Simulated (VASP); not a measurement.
Here is a VASP 6.6.1 calculation.

INCAR

```
SYSTEM = BAs
PREC = Accurate ; ENCUT = 520
EDIFF = 1E-6 ; ISMEAR = 0
SIGMA = 0.03 ; LREAL = .False.
LASPH = .True. ; NELM = 60
ALGO = Normal ; ISIF = 2
LWAVE = .False. ; LCHARG = .True.
LDIPOL = .True. ; IDIPOL = 3
DIPOL = 0.5 0.5 0.500 ; METAGGA = R2SCAN
LMIXTAU = .True. ; LVHAR = .True.
LVACPOTAV = .True. ; KPAR = 4
```

Contents of KPOINTS:

```
Automatic mesh
0
Gamma
  12 12 1
  0 0 0
```

The input POSCAR:

```
BAs                                     
1.0
    3.3641075122      0.0000000000      0.0000000000
   -1.6820537561      2.9134025619      0.0000000000
    0.0000000000      0.0000000000     16.0000000000
  B               As            
     1     1
Direct
     0.3333330000000032    0.6666669999999968    0.5000000000000000
     0.6666669999999968    0.3333330000000032    0.5000000000000000
```

Potentials or basis: VASP PAW PBE potentials, release 64 (B, As).

Launch:

```sh
$ cat potpaw_PBE.64/B/POTCAR potpaw_PBE.64/As/POTCAR > POTCAR
$ mpirun -np 4 vasp_std > vasp.out
```

(1) Estimate the ionisation potential of the upper face.

(2) What does it give for the band gap on the k mesh?

## Answers

(1) 5.08 eV.

(2) 0.98 eV, direct.
